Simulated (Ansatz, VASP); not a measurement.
## Be: VASP beside Ansatz

```xyz
1
Lattice="0.0000 1.5779 1.5779 1.5779 0.0000 1.5779 1.5779 1.5779 0.0000" Properties=species:S:1:pos:R:3 pbc="T T T"
Be    0.0000    0.0000    0.0000
```

Change from the starting cell: the structure that the rattled cell fell into.

Alike in both runs: functional PBE; k mesh 20 × 20 × 20; occupations gaussian, width 0.02 eV; no spin polarisation.

Ansatz relaxed the structure, and its values are those at the end. VASP's run is a single point on that final structure, the one shown.

```csv
,VASP,Ansatz
version,VASP 6.6.1,Ansatz 0.2.0
potentials or method,"VASP PAW PBE potentials, release 64 (Be)","scalar-relativistic, plane waves, PAW"
plane-wave cutoff (eV),520,420
valence electrons in the cell,2,2
```

Ansatz gave:

* gap on the k mesh at the Fermi level (eV): none
* pressure (GPa): 0.0

Task: Estimate VASP's values.

Result: gap on the k mesh at the Fermi level (eV): none; pressure (GPa): 0.1.

A gap of «none» marks a metal or a gap that the smearing closes. With one functional, cell and mesh, what is left measures potentials, basis and numerics.
